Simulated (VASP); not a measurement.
Crystal: Sc.

```
Sc
1.0
    -1.87900    1.87900    2.38050
     1.87900   -1.87900    2.38050
     1.87900    1.87900   -2.38050
Sc
1
Direct
  0.00000 0.00000 0.00000
```

This isn't the form of Sc at room conditions, which is hcp.

| Property | Result |
| --- | --- |
| Program | VASP 6.6.1 |
| Task | relaxation of cell and atoms |
| Functional | PBE |
| Potentials or basis | VASP PAW PBE potentials, release 64 (Sc_sv) |
| Cutoff | 520 eV |
| k mesh | 16 × 16 × 16 |
| Occupations | gaussian, width 0.1 eV |
| Spin | no spin polarisation |

At the start: pressure -9.5 GPa; volume 33.62 Å³/atom.

Q: Where does the relaxation end?

A: Over 12 steps the energy falls by 345.3 meV/atom and the volume is 24.68 Å³/atom (-26.6 %); space group Fm-3m (No. 225, to 0.05 Å).

Step by step:
```tsv
step	energy change (eV)	largest force (eV/Å)	pressure (GPa)	volume (Å³)
1	0.0000	0.0000	-9.52	33.62
2	-0.3350	0.0000	-0.28	24.81
3	-0.3352	0.0000	0.07	24.65
4	-0.3380	0.0000	0.06	24.65
5	-0.3439	0.0000	0.11	24.63
6	-0.3408	0.0000	0.37	24.50
7	-0.3452	0.0000	0.18	24.60
8	-0.3452	0.0000	0.17	24.60
9	-0.3452	0.0000	0.18	24.59
10	-0.3452	0.0000	0.19	24.59
11	-0.3452	0.0000	-0.25	24.81
12	-0.3453	0.0000	0.00	24.68
```

Final structure:
```xyz
1
Lattice="-1.6334 1.6334 2.3127 1.6334 -1.6334 2.3127 1.6334 1.6334 -2.3127" Properties=species:S:1:pos:R:3 pbc="T T T"
Sc    0.0000    0.0000    0.0000
```

Caveat: the volume moved by over 15 % at a fixed basis, so the end points are rough; the volume moved by -27 % from the deposited cell, more than functionals usually miss.
